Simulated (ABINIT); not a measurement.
Runs of ABINIT 10.8.3 (patched build) on InSe. The structure is trigonal, space group R3m (No. 160). Conventional cell: a = 4.000 Å, b = 4.000 Å, c = 25.320 Å, α = 90.00°, β = 90.00°, γ = 120.00°. In (site symmetry 3m) has 3 Se at 2.63 Å and 1 In at 2.82 Å as nearest neighbours. In (site symmetry 3m) is surrounded by 3 Se at 2.64 Å and 1 In at 2.82 Å. Se (site symmetry 3m) has 3 In at 2.63 Å as nearest neighbours. Around Se (site symmetry 3m) lie 3 In at 2.64 Å. 

| task | level | potentials or basis | k mesh | cutoff (eV) | fine-grid cutoff | mesh quality | gap on the mesh (eV) | pressure (GPa) | largest force (eV/Å) |
| --- | --- | --- | --- | --- | --- | --- | --- | --- | --- |
| single point | PBEsol | JTH PAW PBE v2.0 | 3 × 3 × 3 | 599 | 1197.3 eV | coarse | 1.45 | 1.0 | 0.27 |
| single point | PBEsol | JTH PAW PBE v2.0 | 5 × 5 × 5 | 599 | 1197.3 eV | not flagged | (a) | 0.2 | 0.30 |
| band structure | LDA-PZ | JTH PAW LDA v2.0 sp | 8 × 8 × 8 | 408 | 816.342 eV | not flagged | 0.24 | -0.6 | 0.47 |
| band structure | LDA | JTH PAW LDA v2.0 sp | 8 × 8 × 8 | 408 | 816.342 eV | not flagged | 0.24 | -0.6 | 0.47 |
| band structure | LDA-Teter | JTH PAW LDA v2.0 sp | 8 × 8 × 8 | 408 | 816.342 eV | not flagged | 0.24 | -0.6 | 0.47 |
| single point | LDA | JTH PAW LDA v2.0 | 3 × 3 × 3 | 463 | 925.187 eV | coarse | 1.40 | - | (c) |
| single point | PBEsol | JTH PAW PBE v2.0 | 6 × 6 × 6 | 599 | 1197.3 eV | not flagged | 0.33 | 0.2 | 0.31 |
| single point | r2SCAN | JTH PAW PBE v2.0 | 3 × 3 × 3 | 707 | 1306.15 eV | coarse | (b) | 1.6 | 0.24 |

Alike in all rows: no spin polarisation; cell as given; smearing fermi-dirac 0.05 eV.

Task: Fill in the values left out.

Result: (a) 0.92; (b) 1.75; (c) 0.20.

Caveats: some runs use coarse meshes; spin-orbit coupling is left out, which moves the levels of the heavy elements; the PAW data sets were made with another functional, which shifts forces and pressure a little (some runs); an odd mesh through Γ misses points on the zone boundary, where band edges often lie (some runs); this set keeps more shells in the core, which shifts pressures and gaps (some runs); the atomic spheres overlap (some runs).

A k mesh can miss the band edges, and the runs leave out spin-orbit coupling on In, Se.

The runs don't all hold the same shells in valence.

Runs at the PBE level aren't shown here.
